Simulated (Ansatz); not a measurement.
**Y under strain**

Level of theory: DFT r2SCAN, scalar-relativistic, plane waves, PAW in Ansatz. (500 eV cutoff, 14×14×10 k-mesh, Gaussian smearing of 0.10 eV, no spin polarisation)

The relaxed crystal:

```yaml
crystal:
  lattice:
    - [2.55045, 2.55045, 0.00000]
    - [-2.55045, 2.55045, 0.00000]
    - [0.00000, 0.00000, 5.10090]
  atoms:
    - { symbol: Y, position: [0.00000, 0.00000, 0.00000] }
    - { symbol: Y, position: [0.50000, 0.50000, 0.50000] }
```

Deformation: uniaxial strain along a, with the lengths of b and c and the atoms relaxed and the angles held, all within the symmetry that the strain leaves. Energies are extrapolated to zero smearing.

| strain (%) | ΔE (meV/atom) | a (Å) | b (Å) | c (Å) |
| --- | --- | --- | --- | --- |
| -3.0 | 4.7 | 3.499 | 3.590 | 5.212 |
| -2.0 | 2.0 | 3.535 | 3.595 | 5.176 |
| -1.0 | 0.4 | 3.571 | 3.600 | 5.140 |
| +0.0 | 0.0 | 3.607 | 3.607 | 5.101 |
| +1.0 | 0.6 | 3.643 | 3.611 | 5.067 |
| +2.0 | 2.2 | 3.679 | 3.615 | 5.030 |
| +3.0 | 4.5 | 3.715 | 3.621 | 4.991 |

(1) What stiffness (1/V) d²E/dε² at zero strain does a cubic fit over all points give?

(2) How does the free axis b answer a small strain?

Answers

(1) A cubic fit gives (1/V) d²E/dε² = 50 GPa at zero strain (Young's modulus along this axis, angles held).

(2) Between the innermost points its strain is 0.15 times the applied one.

This fcc form isn't the element's structure at ambient conditions.